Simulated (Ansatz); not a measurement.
Space group I4_1/amd:1 (No. 141). a = 5.207 Å, b = 5.207 Å, c = 2.846 Å, α = 90.00°, β = 90.00°, γ = 90.00°
```
atom site symmetry x y z
  Ge    4b      -4m2  0.0000  0.5000  0.7500
```

Equation of state of this Ge structure (not necessarily the ground state), with shape and atoms relaxed at each volume where symmetry leaves them free. It has no gap at any of these volumes. Method: Ansatz 0.2.0, DFT PBE, scalar-relativistic, plane waves, PAW.

Plane waves to 420 eV, a k mesh through Γ of 16×16×16 on the computed 2-atom cell and Gaussian smearing (0.10 eV); no spin polarisation.

```json
{"V (Å³/atom)": "16.976", "E − E(largest V) (meV/atom)": "41.47", "P (GPa)": "11.78"}
{"V (Å³/atom)": "17.555", "E − E(largest V) (meV/atom)": "5.79", "P (GPa)": "8.06"}
{"V (Å³/atom)": "18.134", "E − E(largest V) (meV/atom)": "-17.51", "P (GPa)": "4.91"}
{"V (Å³/atom)": "18.712", "E − E(largest V) (meV/atom)": "-30.27", "P (GPa)": "2.24"}
{"V (Å³/atom)": "19.291", "E − E(largest V) (meV/atom)": "-34.12", "P (GPa)": "0.00"}
{"V (Å³/atom)": "19.870", "E − E(largest V) (meV/atom)": "-30.53", "P (GPa)": "-1.87"}
{"V (Å³/atom)": "20.449", "E − E(largest V) (meV/atom)": "-20.82", "P (GPa)": "-3.44"}
{"V (Å³/atom)": "21.220", "E − E(largest V) (meV/atom)": "0.00", "P (GPa)": "-5.16"}
```

**Question.** Fit a third-order Birch–Murnaghan equation to E(V).

**Answer.** V0 = 19.29 Å³/atom, B0 = 68 GPa, B0' = 4.9.

This form isn't the element's structure at ambient conditions.